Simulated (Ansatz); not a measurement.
A trial structure of Si was built thus: 4-connected net of one element (R32, No. 155). Lengths were set from tabulated atomic sizes, so they are only a guess.

```
CELL_PARAMETERS angstrom
2.91865 1.68508 1.92092
-2.91865 1.68508 1.92092
0.00000 -3.37017 1.92092
ATOMIC_POSITIONS crystal
Si 0.71567 0.28433 0.50000
Si 0.50000 0.71567 0.28433
Si 0.28433 0.50000 0.71567
```

Computed with DFT PBE, scalar-relativistic, plane waves, PAW (Ansatz). Cutoff 420 eV, Gaussian smearing, Γ-centred meshes. Cell and atoms relax first on a coarse mesh and then on a finer one. In between, the cell is made exact in the group found at 0.06 Å. In metals the finer mesh still leaves noise of several meV/atom or more. The steps can't lower the symmetry of their start. No spin polarisation.

A guess keeps its type if space group and coordination stay and the shape of the cell changes little (axis ratios within about 15 %, angles within 6°); the volume may change.

**Question.** Does it keep its structure type, or change into something else?

**Answer.** It keeps its type. The symmetry stays R32 (No. 155). The volume per atom grows by 17.8 %, from 18.9 to 22.3 Å³. The shortest distance goes from 2.18 Å (Si–Si) to 2.36 Å (Si–Si). The ratio c/a of the conventional cell changes by a factor of 1.02. Counting neighbours within 15 % of an atom's shortest distance, the start has Si 4 and the end Si 4.

Energies count from the standard state of Si at the same level.

**Question.** At what energy does it end?

**Answer.** +0.48 eV/atom. It lies above the standard state, so it could only be metastable.

The last run used a 12×12×12 mesh for its 3-atom cell and Gaussian smearing of 0.10 eV. A structure relaxed within its symmetry needn't be a true minimum. Another cell of Si relaxed alike, in P6_3/mmc, lies 0.48 eV/atom lower, so this cell isn't the stable form at this level.
